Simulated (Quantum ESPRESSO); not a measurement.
# SnO2 (Cassiterite) (P4_2/mnm) in Quantum ESPRESSO: a series of runs

The runs below take SnO2 (Cassiterite) through band structure, with LDA, PBEsol.

Everything below comes from runs of Quantum ESPRESSO 7.5. Logs are shortened: lines on timing, memory, paths and dates and some standing lists are left out, and cuts for length are marked.

### 1 The structure

Symmetry: P4_2/mnm, No. 136, tetragonal system. The conventional cell has a = 4.738 Å, b = 4.738 Å, c = 3.187 Å, α = 90.00°, β = 90.00°, γ = 90.00°. Sn (site symmetry mmm) has 6 O at 2.05 to 2.06 Å as nearest neighbours. Around O (site symmetry m2m) lie 3 Sn at 2.05 to 2.06 Å.

### 2 Band structure, LDA

File pw.in:

```
&CONTROL
  calculation = 'scf'
  prefix = 'pwscf'
  outdir = './tmp'
  pseudo_dir = './pseudo'
  tprnfor = .true.
  tstress = .true.
  disk_io = 'low'
/
&SYSTEM
  ibrav = 0
  celldm(1) = 8
  nat = 6
  ntyp = 2
  ecutwfc = 68
  ecutrho = 544
  nbnd = 36
  occupations = 'smearing'
  smearing = 'fd'
  degauss = 0.00367493
/
&ELECTRONS
  conv_thr = 1.2d-09
  electron_maxstep = 120
  mixing_beta = 0.5
/
ATOMIC_SPECIES
Sn   118.7100 sn_lda_v1.4.uspp.F.UPF
O     15.9990 o_lda_v1.2.uspp.F.UPF
CELL_PARAMETERS alat
  1.1191902973096   0.0000000000000   0.0000000000000
  0.0000000000000   1.1191902973096   0.0000000000000
  0.0000000000000   0.0000000000000   0.7527015370150
ATOMIC_POSITIONS crystal
Sn     0.5000000000    0.5000000000    0.5000000000
Sn     0.0000000000    0.0000000000    0.0000000000
O      0.8071000000    0.1929000000    0.5000000000
O      0.6929000000    0.6929000000    0.0000000000
O      0.1929000000    0.8071000000    0.5000000000
O      0.3071000000    0.3071000000    0.0000000000
K_POINTS automatic
6 6 8 0 0 0
```

File bands.in:

```
&CONTROL
  calculation = 'bands'
  prefix = 'pwscf'
  outdir = './tmp'
  pseudo_dir = './pseudo'
  disk_io = 'low'
  verbosity = 'high'
/
&SYSTEM
  ibrav = 0
  celldm(1) = 8
  nat = 6
  ntyp = 2
  ecutwfc = 68
  ecutrho = 544
  nbnd = 36
  occupations = 'smearing'
  smearing = 'fd'
  degauss = 0.00367493
/
&ELECTRONS
  conv_thr = 1d-08
  electron_maxstep = 120
  mixing_beta = 0.5
  diago_full_acc = .true.
  startingwfc = 'random'
/
ATOMIC_SPECIES
Sn   118.7100 sn_lda_v1.4.uspp.F.UPF
O     15.9990 o_lda_v1.2.uspp.F.UPF
CELL_PARAMETERS alat
  1.1191902973096   0.0000000000000   0.0000000000000
  0.0000000000000   1.1191902973096   0.0000000000000
  0.0000000000000   0.0000000000000   0.7527015370150
ATOMIC_POSITIONS crystal
Sn     0.5000000000    0.5000000000    0.5000000000
Sn     0.0000000000    0.0000000000    0.0000000000
O      0.8071000000    0.1929000000    0.5000000000
O      0.6929000000    0.6929000000    0.0000000000
O      0.1929000000    0.8071000000    0.5000000000
O      0.3071000000    0.3071000000    0.0000000000
K_POINTS crystal
60
 0.0000000000  0.0000000000  0.0000000000 1
 0.0000000000  0.1250000000  0.0000000000 1
 0.0000000000  0.2500000000  0.0000000000 1
 0.0000000000  0.3750000000  0.0000000000 1
 0.0000000000  0.5000000000  0.0000000000 1
 0.1250000000  0.5000000000  0.0000000000 1
 0.2500000000  0.5000000000  0.0000000000 1
 0.3750000000  0.5000000000  0.0000000000 1
 0.5000000000  0.5000000000  0.0000000000 1
 0.4285714286  0.4285714286  0.0000000000 1
 0.3571428571  0.3571428571  0.0000000000 1
 0.2857142857  0.2857142857  0.0000000000 1
 0.2142857143  0.2142857143  0.0000000000 1
 0.1428571429  0.1428571429  0.0000000000 1
 0.0714285714  0.0714285714  0.0000000000 1
 0.0000000000  0.0000000000  0.0000000000 1
 0.0000000000  0.0000000000  0.0714285714 1
 0.0000000000  0.0000000000  0.1428571429 1
 0.0000000000  0.0000000000  0.2142857143 1
 0.0000000000  0.0000000000  0.2857142857 1
 0.0000000000  0.0000000000  0.3571428571 1
 0.0000000000  0.0000000000  0.4285714286 1
 0.0000000000  0.0000000000  0.5000000000 1
 0.0000000000  0.1000000000  0.5000000000 1
 0.0000000000  0.2000000000  0.5000000000 1
 0.0000000000  0.3000000000  0.5000000000 1
 0.0000000000  0.4000000000  0.5000000000 1
 0.0000000000  0.5000000000  0.5000000000 1
 0.1000000000  0.5000000000  0.5000000000 1
 0.2000000000  0.5000000000  0.5000000000 1
 0.3000000000  0.5000000000  0.5000000000 1
 0.4000000000  0.5000000000  0.5000000000 1
 0.5000000000  0.5000000000  0.5000000000 1
 0.4375000000  0.4375000000  0.5000000000 1
 0.3750000000  0.3750000000  0.5000000000 1
 0.3125000000  0.3125000000  0.5000000000 1
 0.2500000000  0.2500000000  0.5000000000 1
 0.1875000000  0.1875000000  0.5000000000 1
 0.1250000000  0.1250000000  0.5000000000 1
 0.0625000000  0.0625000000  0.5000000000 1
 0.0000000000  0.0000000000  0.5000000000 1
 0.0000000000  0.5000000000  0.0000000000 1
 0.0000000000  0.5000000000  0.0555555556 1
 0.0000000000  0.5000000000  0.1111111111 1
 0.0000000000  0.5000000000  0.1666666667 1
 0.0000000000  0.5000000000  0.2222222222 1
 0.0000000000  0.5000000000  0.2777777778 1
 0.0000000000  0.5000000000  0.3333333333 1
 0.0000000000  0.5000000000  0.3888888889 1
 0.0000000000  0.5000000000  0.4444444444 1
 0.0000000000  0.5000000000  0.5000000000 1
 0.5000000000  0.5000000000  0.0000000000 1
 0.5000000000  0.5000000000  0.0625000000 1
 0.5000000000  0.5000000000  0.1250000000 1
 0.5000000000  0.5000000000  0.1875000000 1
 0.5000000000  0.5000000000  0.2500000000 1
 0.5000000000  0.5000000000  0.3125000000 1
 0.5000000000  0.5000000000  0.3750000000 1
 0.5000000000  0.5000000000  0.4375000000 1
 0.5000000000  0.5000000000  0.5000000000 1
```

Potentials or basis: GBRV 1.5 LDA.

The run is started by

```console
OMP_NUM_THREADS=1 mpirun -n 2 pw.x -nk 2 -in pw.in > pw.out
OMP_NUM_THREADS=1 mpirun -n 2 pw.x -nk 2 -in bands.in > bands.out
```

pw.out:

```text
This program is part of the open-source Quantum ESPRESSO suite
     for quantum simulation of materials; please cite
[... 13 lines left out ...]
     --------------------
     sticks:   dense  smooth     PW     G-vecs:    dense   smooth      PW
     Sum        3457    1741    509               103349    36603    5869

     Using Slab Decomposition

     bravais-lattice index     =            0
     lattice parameter (alat)  =       8.0000  a.u.
     unit-cell volume          =     482.7259 (a.u.)^3
     number of atoms/cell      =            6
     number of atomic types    =            2
     number of electrons       =        52.00
     number of Kohn-Sham states=           36
     kinetic-energy cutoff     =      68.0000  Ry
     charge density cutoff     =     544.0000  Ry
     scf convergence threshold =      1.2E-09
     mixing beta               =       0.5000
     number of iterations used =            8  plain     mixing
     Exchange-correlation= SLA  PZ   NOGX NOGC
                           (   1   1   0   0   0   0   0)

     celldm(1)=   8.000000  celldm(2)=   0.000000  celldm(3)=   0.000000
     celldm(4)=   0.000000  celldm(5)=   0.000000  celldm(6)=   0.000000

     crystal axes: (cart. coord. in units of alat)
               a(1) = (   1.119190   0.000000   0.000000 )
               a(2) = (   0.000000   1.119190   0.000000 )
               a(3) = (   0.000000   0.000000   0.752702 )

     reciprocal axes: (cart. coord. in units 2 pi/alat)
               b(1) = (  0.893503  0.000000  0.000000 )
               b(2) = (  0.000000  0.893503  0.000000 )
               b(3) = (  0.000000  0.000000  1.328548 )

     PseudoPot. # 1 for Sn read from file:
     sn_lda_v1.4.uspp.F.UPF
     Pseudo is Ultrasoft + core correction, Zval = 14.0
     Generated by new atomic code, or converted to UPF format
     Using radial grid of  891 points,  6 beta functions with:
                l(1) =   0
                l(2) =   0
                l(3) =   1
                l(4) =   1
                l(5) =   2
                l(6) =   2
     Q(r) pseudized with  8 coefficients,  rinner =    1.350   1.350   1.350
                                                       1.350   1.350

     PseudoPot. # 2 for O  read from file:
     o_lda_v1.2.uspp.F.UPF
     Pseudo is Ultrasoft + core correction, Zval =  6.0
     Generated by new atomic code, or converted to UPF format
     Using radial grid of  737 points,  5 beta functions with:
                l(1) =   0
                l(2) =   0
                l(3) =   1
                l(4) =   1
                l(5) =   2
     Q(r) pseudized with  8 coefficients,  rinner =    0.900   0.900   0.900
                                                       0.900   0.900

     atomic species   valence    mass     pseudopotential
     Sn               14.00   118.71000     Sn( 1.00)
     O                 6.00    15.99900     O ( 1.00)

     16 Sym. Ops., with inversion, found ( 8 have fractional translation)

   Cartesian axes

     site n.     atom                  positions (alat units)
         1        Sn     tau(   1) = (   0.5595951   0.5595951   0.3763508  )
         2        Sn     tau(   2) = (   0.0000000   0.0000000   0.0000000  )
         3        O      tau(   3) = (   0.9032985   0.2158918   0.3763508  )
         4        O      tau(   4) = (   0.7754870   0.7754870   0.0000000  )
         5        O      tau(   5) = (   0.2158918   0.9032985   0.3763508  )
         6        O      tau(   6) = (   0.3437033   0.3437033   0.0000000  )

     number of k points=    50  Fermi-Dirac smearing, width (Ry)=  0.0037
                       cart. coord. in units 2pi/alat
        k(    1) = (   0.0000000   0.0000000   0.0000000), wk =   0.0069444
        k(    2) = (   0.0000000   0.0000000   0.1660685), wk =   0.0138889
        k(    3) = (   0.0000000   0.0000000   0.3321370), wk =   0.0138889
        k(    4) = (   0.0000000   0.0000000   0.4982054), wk =   0.0138889
        k(    5) = (   0.0000000   0.0000000  -0.6642739), wk =   0.0069444
        k(    6) = (   0.0000000   0.1489172   0.0000000), wk =   0.0277778
[... 42 lines left out ...]
        k(   49) = (  -0.4467515  -0.4467515   0.4982054), wk =   0.0138889
        k(   50) = (  -0.4467515  -0.4467515  -0.6642739), wk =   0.0069444

     Dense  grid:   103349 G-vectors     FFT dimensions: (  72,  72,  48)

     Smooth grid:    36603 G-vectors     FFT dimensions: (  48,  48,  32)

     Check: negative core charge=   -0.000002

     Initial potential from superposition of free atoms

     starting charge      49.9999, renormalised to      52.0000
     Starting wfcs are   34 randomized atomic wfcs +    2 random wfcs

     Self-consistent Calculation

     iteration #  1     ecut=    68.00 Ry     beta= 0.50
     Davidson diagonalization with overlap
     ethr =  1.00E-02,  avg # of iterations =  6.5

     total energy              =    -446.67662736 Ry
[... 16 lines left out ...]
   -11.6703 -11.6703 -10.8387 -10.8387 -10.6406 -10.6406 -10.5733 -10.5733
   -10.5579 -10.5579  -8.1289  -8.1289  -5.9619  -5.9619   2.2767   2.2767
     3.6114   3.6114   5.1489   5.1489   7.4829   7.4829   8.0729   8.0729
     8.3781   8.3781  15.2426  15.2426  17.3812  17.3812  19.3605  19.3605
    21.2298  21.2301  21.2992  21.2993

          k = 0.0000-0.4468-0.6643 (  4580 PWs)   bands (ev):

   -11.7484 -11.7484 -10.7964 -10.7964 -10.6416 -10.6416 -10.5664 -10.5664
   -10.5105 -10.5105  -8.0414  -8.0414  -5.8720  -5.8720   2.1209   2.1209
     3.5142   3.5142   4.8695   4.8695   7.4226   7.4226   8.0757   8.0757
     8.4754   8.4754  15.4826  15.4826  17.0682  17.0682  19.9978  19.9978
    21.0833  21.0833  21.1968  21.1968
[... 107 lines left out ...]
   -11.6384 -11.6384 -10.9057 -10.9057 -10.6383 -10.6383 -10.5724 -10.5724
   -10.5609 -10.5609  -8.0146  -8.0146  -6.0441  -6.0441   1.9185   1.9185
     4.1293   4.1293   5.0491   5.0491   7.6220   7.6220   8.0391   8.0391
     8.3140   8.3140  14.8413  14.8413  17.6564  17.6564  19.3674  19.3674
    20.8859  20.8859  21.5125  21.5125

          k = 0.1489-0.4468-0.6643 (  4576 PWs)   bands (ev):

   -11.7168 -11.7168 -10.8596 -10.8596 -10.6452 -10.6452 -10.5666 -10.5666
   -10.5130 -10.5130  -7.9354  -7.9354  -5.9284  -5.9284   1.7014   1.7014
     3.9797   3.9797   4.8814   4.8814   7.5900   7.5900   8.1348   8.1348
     8.3036   8.3036  14.9167  14.9167  17.4733  17.4733  19.9281  19.9281
    20.7703  20.7703  21.5648  21.5649
[... 67 lines left out ...]
   -11.5549 -11.5549 -11.0550 -11.0550 -10.6309 -10.6309 -10.5715 -10.5715
   -10.5678 -10.5678  -7.7600  -7.7600  -6.2409  -6.2409   1.4990   1.4990
     4.4685   4.4685   5.4815   5.4815   7.3722   7.3722   8.1010   8.1010
     8.3514   8.3514  14.2641  14.2641  17.9208  17.9208  19.4789  19.4789
    20.3986  20.3986  21.8682  21.8682

          k = 0.2978-0.4468-0.6643 (  4580 PWs)   bands (ev):

   -11.6380 -11.6380 -11.0038 -11.0038 -10.6441 -10.6441 -10.5668 -10.5668
   -10.5180 -10.5180  -7.7097  -7.7097  -6.0619  -6.0619   1.1996   1.1996
     4.1183   4.1183   5.5965   5.5965   7.5126   7.5126   8.1202   8.1202
     8.2725   8.2725  14.1926  14.1926  17.7918  17.7918  19.8891  19.8891
    20.4142  20.4142  21.9644  21.9644

          k =-0.4468-0.4468 0.0000 (  4560 PWs)   bands (ev):

   -11.5714 -11.5714 -10.7857 -10.7857 -10.7682 -10.7682 -10.5863 -10.5863
   -10.5202 -10.5202  -7.7282  -7.7282  -7.7115  -7.7115   3.6596   3.6596
     5.1983   5.1983   6.0899   6.0899   7.1909   7.1909   7.8602   7.8602
     8.2773   8.2773  13.8516  13.8516  16.5111  16.5111  19.9649  19.9649
    21.3657  21.3657  21.6939  21.6939

          k =-0.4468-0.4468 0.1661 (  4564 PWs)   bands (ev):

   -11.4948 -11.4948 -10.9346 -10.9346 -10.7439 -10.7439 -10.5835 -10.5835
   -10.5435 -10.5435  -7.6968  -7.6968  -7.4729  -7.4729   3.1770   3.1770
     5.3406   5.3406   6.2500   6.2500   6.5142   6.5142   8.1430   8.1430
     8.2879   8.2879  14.0185  14.0185  16.9509  16.9509  19.8224  19.8224
    20.6249  20.6249  21.4494  21.4494

          k =-0.4468-0.4468 0.3321 (  4588 PWs)   bands (ev):

   -11.3143 -11.3143 -11.2398 -11.2398 -10.6727 -10.6727 -10.5868 -10.5868
   -10.5767 -10.5767  -7.6567  -7.6567  -6.9059  -6.9059   2.1994   2.1994
     5.2669   5.2669   5.8953   5.8953   6.4944   6.4944   8.3128   8.3128
     8.3136   8.3136  14.1776  14.1776  17.7875  17.7875  19.4885  19.4885
    19.9717  19.9717  21.7666  21.7666

          k =-0.4468-0.4468 0.4982 (  4552 PWs)   bands (ev):

   -11.4911 -11.4911 -11.1495 -11.1495 -10.6260 -10.6260 -10.5734 -10.5734
   -10.5698 -10.5698  -7.6081  -7.6081  -6.3666  -6.3666   1.3464   1.3464
     4.4036   4.4036   6.3467   6.3467   6.6590   6.6590   8.2773   8.2773
     8.3398   8.3398  14.0361  14.0361  17.9623  17.9623  19.6988  19.6988
    20.0398  20.0398  22.0582  22.0582

          k =-0.4468-0.4468-0.6643 (  4608 PWs)   bands (ev):

   -11.5842 -11.5842 -11.0891 -11.0891 -10.6419 -10.6419 -10.5671 -10.5671
   -10.5205 -10.5205  -7.5846  -7.5846  -6.1437  -6.1437   1.0123   1.0123
     4.0482   4.0482   6.6052   6.6052   6.7165   6.7165   8.2016   8.2016
     8.3508   8.3508  13.9148  13.9148  17.8291  17.8291  19.9890  19.9890
    20.1786  20.1786  22.1409  22.1409

     the Fermi energy is     9.7769 ev

!    total energy              =    -447.13222283 Ry
     estimated scf accuracy    <          4.3E-10 Ry
     smearing contrib. (-TS)   =      -0.00000001 Ry
     internal energy E=F+TS    =    -447.13222282 Ry

     The total energy is F=E-TS. E is the sum of the following terms:
     one-electron contribution =    -131.64883668 Ry
     hartree contribution      =     106.13310679 Ry
     xc contribution           =    -114.18255765 Ry
     ewald contribution        =    -307.43393528 Ry

     convergence has been achieved in   9 iterations

     Forces acting on atoms (cartesian axes, Ry/au):

     atom    1 type  1   force =     0.00000000    0.00000000    0.00000000
     atom    2 type  1   force =     0.00000000    0.00000000    0.00000000
     atom    3 type  2   force =    -0.00454189    0.00454189    0.00000000
     atom    4 type  2   force =     0.00454189    0.00454189    0.00000000
     atom    5 type  2   force =     0.00454189   -0.00454189    0.00000000
     atom    6 type  2   force =    -0.00454189   -0.00454189    0.00000000

     Total force =     0.012846     Total SCF correction =     0.000009

     Computing stress (Cartesian axis) and pressure

          total   stress  (Ry/bohr**3)                   (kbar)     P=       -1.00
  -0.00003544   0.00000000   0.00000000           -5.21        0.00        0.00
   0.00000000  -0.00003544   0.00000000            0.00       -5.21        0.00
   0.00000000   0.00000000   0.00005049            0.00        0.00        7.43

=------------------------------------------------------------------------------=
   JOB DONE.
=------------------------------------------------------------------------------=
```

It took 2.9 min on 2 MPI ranks of Arm Neoverse V1, shared host; peak memory 0.62 GiB.

What came out:

| Item | Value |
| --- | --- |
| Free energy | -6083.5438 eV |
| Pressure | -0.1 GPa |
| Largest force | 0.165 eV/Å |
| Band gap on the k mesh | 1.15 eV, direct |
| Band gap along the path | 1.15 eV, direct |

Forces in eV/Å, atoms in the order of the input:
```
Sn   0.000  0.000  0.000
Sn   0.000  0.000  0.000
O   -0.117  0.117  0.000
O    0.117  0.117  0.000
O    0.117 -0.117  0.000
O   -0.117 -0.117  0.000
```

Levels at the corners of the path, in eV from the valence-band top:
```tsv
point	band 22	band 23	band 24	band 25	band 26	band 27	band 28	band 29	band 30	band 31
Γ	-1.25	-1.25	-0.78	-0.78	0.00	1.15	5.91	6.13	6.13	10.12
X	-1.99	-1.20	-1.20	-0.64	-0.64	4.29	4.29	6.85	6.85	10.74
M	-2.00	-1.33	-1.33	-0.91	-0.91	4.66	4.66	7.32	7.32	10.77
Γ	-1.25	-1.25	-0.78	-0.78	0.00	1.15	5.91	6.13	6.13	10.12
Z	-2.66	-1.70	-1.70	-1.28	-1.28	6.03	6.03	9.55	9.55	10.48
R	-1.77	-1.11	-1.11	-0.71	-0.71	6.29	6.29	7.88	7.88	10.81
A	-2.47	-0.99	-0.99	-0.84	-0.84	4.72	4.72	8.64	8.64	10.80
Z	-2.66	-1.70	-1.70	-1.28	-1.28	6.03	6.03	9.55	9.55	10.48
X	-1.99	-1.20	-1.20	-0.64	-0.64	4.29	4.29	6.85	6.85	10.74
R	-1.77	-1.11	-1.11	-0.71	-0.71	6.29	6.29	7.88	7.88	10.81
M	-2.00	-1.33	-1.33	-0.91	-0.91	4.66	4.66	7.32	7.32	10.77
A	-2.47	-0.99	-0.99	-0.84	-0.84	4.72	4.72	8.64	8.64	10.80
```

Caveat: spin-orbit coupling is left out, which moves the levels of the heavy elements.

### 3 Band structure, PBEsol

pw.in: that of step 2 with these lines changed.

```diff
@@ -27,4 +27,4 @@
 ATOMIC_SPECIES
-Sn   118.7100 sn_lda_v1.4.uspp.F.UPF
-O     15.9990 o_lda_v1.2.uspp.F.UPF
+Sn   118.7100 sn_pbesol_v1.4.uspp.F.UPF
+O     15.9990 o_pbesol_v1.2.uspp.F.UPF
 CELL_PARAMETERS alat
```

bands.in: that of step 2 with these lines changed.

```diff
@@ -28,4 +28,4 @@
 ATOMIC_SPECIES
-Sn   118.7100 sn_lda_v1.4.uspp.F.UPF
-O     15.9990 o_lda_v1.2.uspp.F.UPF
+Sn   118.7100 sn_pbesol_v1.4.uspp.F.UPF
+O     15.9990 o_pbesol_v1.2.uspp.F.UPF
 CELL_PARAMETERS alat
```

Potentials or basis: GBRV 1.5 PBEsol.

The run is started by

```console
OMP_NUM_THREADS=1 mpirun -n 2 pw.x -nk 2 -in pw.in > pw.out
OMP_NUM_THREADS=1 mpirun -n 2 pw.x -nk 2 -in bands.in > bands.out
```

It took 3.4 min on 2 MPI ranks of Intel Xeon Platinum 8259CL at 2.50GHz (Skylake/Cascade Lake), shared host; peak memory 0.64 GiB.

The run converged. Its results:

```
Free energy             : -6080.7239 eV
Pressure                : 5.0 GPa
Largest force           : 0.214 eV/Å
Band gap on the k mesh  : 1.19 eV, direct
Band gap along the path : 1.19 eV, direct
```

Forces in eV/Å, atoms in the order of the input:
```
Sn   0.000  0.000  0.000
Sn   0.000  0.000  0.000
O   -0.151  0.151  0.000
O    0.151  0.151  0.000
O    0.151 -0.151  0.000
O   -0.151 -0.151  0.000
```

Stress tensor (GPa, compression positive):
```
4.33 0.00 0.00
0.00 4.33 0.00
0.00 0.00 6.36
```

Levels at the corners of the path, in eV from the valence-band top:
| point | band 22 | band 23 | band 24 | band 25 | band 26 | band 27 | band 28 | band 29 | band 30 | band 31 |
| --- | --- | --- | --- | --- | --- | --- | --- | --- | --- | --- |
| Γ | -1.25 | -1.25 | -0.78 | -0.78 | 0.00 | 1.19 | 6.03 | 6.21 | 6.21 | 10.26 |
| X | -1.99 | -1.20 | -1.20 | -0.64 | -0.64 | 4.37 | 4.37 | 6.95 | 6.95 | 10.85 |
| M | -1.99 | -1.33 | -1.33 | -0.91 | -0.91 | 4.76 | 4.76 | 7.40 | 7.40 | 10.90 |
| Γ | -1.25 | -1.25 | -0.78 | -0.78 | 0.00 | 1.19 | 6.03 | 6.21 | 6.21 | 10.26 |
| Z | -2.64 | -1.68 | -1.68 | -1.28 | -1.28 | 6.15 | 6.15 | 9.63 | 9.63 | 10.59 |
| R | -1.76 | -1.11 | -1.11 | -0.71 | -0.71 | 6.42 | 6.42 | 7.94 | 7.94 | 10.95 |
| A | -2.47 | -0.98 | -0.98 | -0.84 | -0.84 | 4.83 | 4.83 | 8.74 | 8.74 | 10.94 |
| Z | -2.64 | -1.68 | -1.68 | -1.28 | -1.28 | 6.15 | 6.15 | 9.63 | 9.63 | 10.59 |
| X | -1.99 | -1.20 | -1.20 | -0.64 | -0.64 | 4.37 | 4.37 | 6.95 | 6.95 | 10.85 |
| R | -1.76 | -1.11 | -1.11 | -0.71 | -0.71 | 6.42 | 6.42 | 7.94 | 7.94 | 10.95 |
| M | -1.99 | -1.33 | -1.33 | -0.91 | -0.91 | 4.76 | 4.76 | 7.40 | 7.40 | 10.90 |
| A | -2.47 | -0.98 | -0.98 | -0.84 | -0.84 | 4.83 | 4.83 | 8.74 | 8.74 | 10.94 |

Caveat: spin-orbit coupling is left out, which moves the levels of the heavy elements. PBEsol gaps usually lie below the measured ones, often by a third to a half.

### 4 For comparison

An earlier run on the cell as given: functional PBEsol; potentials or basis GBRV 1.5 PBEsol; cutoff 925 eV; density cutoff 7401 eV; k mesh 6 × 6 × 8; occupations fermi-dirac, width 0.05 eV; no spin polarisation.

* Pressure: 5.0 GPa
* Largest force: 0.214 eV/Å
* Band gap on the k mesh: 1.19 eV, direct

### 5 Overview

```tsv
task	level	potentials or basis	form of the LDA correlation	gap on the mesh (eV)	pressure (GPa)	largest force (eV/Å)
band structure	LDA	GBRV 1.5 LDA	PZ81	1.15	-0.1	0.17
band structure	PBEsol	GBRV 1.5 PBEsol	-	1.19	5.0	0.21
single point	PBEsol	GBRV 1.5 PBEsol	-	1.19	5.0	0.21
```

Alike in all rows: no spin polarisation; cell as given; k mesh 6 × 6 × 8; cutoff (eV) 925; smearing fermi-dirac 0.05 eV.

Caveats: spin-orbit coupling is left out, which moves the levels of the heavy elements.

Absolute energies hang on the potentials; compare differences alone.
